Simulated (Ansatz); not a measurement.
# Ti: zone-centre modes

The calculation used Ansatz 0.2.0, DFT PBEsol, scalar-relativistic, plane waves, PAW. The runs took a 420 eV cutoff, a Γ-centred 18×10×6 mesh and Gaussian smearing (0.15 eV). No spin polarisation.

The undisturbed cell (relaxed at this level; this form isn't the usual structure):

```
Ti
1.0
     0.00000    0.00000    2.79879
     4.51529    0.00000    0.00000
     0.00000    7.82071    0.00000
Ti
6
Direct
  0.00000 0.00000 0.00000
  0.00000 0.50000 0.50000
  0.50000 0.00000 0.33333
  0.50000 0.50000 0.83333
  0.50000 0.50000 0.16667
  0.50000 0.00000 0.66667
```

Harmonic modes by finite displacements of 0.02 Å, without the LO–TO term. The cell doubles the primitive one, so its zone centre also holds the primitive cell's point q = (0, 1/2, 0).

Problem. At this geometry, is the structure stable against these modes?

Solution. Yes: no mode is imaginary beyond 10 cm⁻¹, and only the three translations lie near zero.

Problem. List the wavenumbers in cm⁻¹.

Solution. 0, 0, 0, 101, 129, 135, 138, 138, 161, 162, 172, 187, 190, 191, 209, 215, 224, 225.

Cost: 1 run of about 16 core-minutes, on AMD EPYC (Zen 3) (shared hosts).